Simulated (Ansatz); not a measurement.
**GaP: an elastic constant from a strain scan**

Computed with DFT r2SCAN, scalar-relativistic, plane waves, PAW in Ansatz 0.2.0. Settings: plane waves to 500 eV, k-mesh 8×8×8 (Γ-centred), Gaussian smearing 0.05 eV. No spin polarisation. Energies are free energies at this smearing, counted from the undisturbed cell; pressure is positive in compression.

The starting cell (as given, not relaxed at this level; it stands at 0.0 GPa):

```xyz
2
Lattice="0.0000 2.7252 2.7252 2.7252 0.0000 2.7252 2.7252 2.7252 0.0000" Properties=species:S:1:pos:R:3 pbc="T T T"
Ga    0.0000    0.0000    0.0000
P     4.0879    4.0879    4.0879
```

The cell is strained by ε times the Voigt pattern (0, 1, 0, 0, 0, 0) (xx, yy, zz, yz, xz, xy; engineering shear) with fractional coordinates fixed. The cell holds 2 atoms in V0 = 40.48 Å³. The stress column is τ = (1/V0) dE/dε, got from the stress tensor σ (compression positive) at each point as −det(1 + εP) σ : P(1 + εP)⁻¹, with P the pattern as a tensor.

| ε | ΔE (meV/atom) | τ (GPa) |
| --- | --- | --- |
| -0.0600 | 34.162 | -9.149 |
| -0.0450 | 19.087 | -6.774 |
| -0.0300 | 8.448 | -4.462 |
| -0.0150 | 2.131 | -2.218 |
| 0.0000 | 0.000 | -0.043 |
| 0.0150 | 1.922 | 2.060 |
| 0.0300 | 7.764 | 4.090 |
| 0.0450 | 17.377 | 6.045 |
| 0.0525 | 23.555 | 6.993 |
| 0.0600 | ? | ? |

Task: Which combination of elastic constants does this scan measure, and how large is it?

Result: For small ε, τ = τ0 + Kε with K = pᵀCp, which for this pattern is C11 in the cubic axes. The parabola through τ at ε = -0.0150, 0 and 0.0150 has slope K = 143 GPa at zero. The energies per cell, E = NΔE, of the same two points give K = 2[E(ε₊)/ε₊ − E(ε₋)/ε₋]/[(ε₊ − ε₋)V0] = 143 GPa, in agreement.

Task: Predict the withheld row at ε = 0.0600 from the harmonic law, and compare.

Result: ΔE = V0(τ0 ε + Kε²/2)/N = 32.104 meV/atom and τ = 8.51 GPa. The calculation gives 30.621 meV/atom and 7.92 GPa, a miss of 4.6 % of the harmonic energy, so the harmonic law still holds here.